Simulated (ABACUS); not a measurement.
Crystal: ZnSe (Stilleite).

```
Se Zn
1.0
     0.00000    2.83380    2.83380
     2.83380    0.00000    2.83380
     2.83380    2.83380    0.00000
Se Zn
1 1
Direct
  0.25000 0.25000 0.25000
  0.00000 0.00000 0.00000
```

Base run:

* Program: ABACUS 3.10.1
* Functional: PBE
* Potentials or basis: GBRV ultrasoft 1.5 PBE
* Cutoff: 544 eV
* Density cutoff: 4354 eV
* Basis: plane waves
* k mesh: 6 × 6 × 6
* Occupations: fermi-dirac, width 0.05 eV
* Spin: no spin polarisation

Its results: band gap on the k mesh 1.28 eV, direct; pressure 2.2 GPa.

The run is repeated on the same cell with these changes: functional from PBE to WC; potentials or basis from GBRV ultrasoft 1.5 PBE to SSSP 1.3 efficiency PBE; cutoff from 544 eV to 748 eV; density cutoff from 4354 eV to 5987 eV. What comes out?

Band gap on the k mesh 1.11 eV, direct; pressure -1.2 GPa.

Caveats: the potentials were made for another functional, which shifts forces and pressure (some runs).

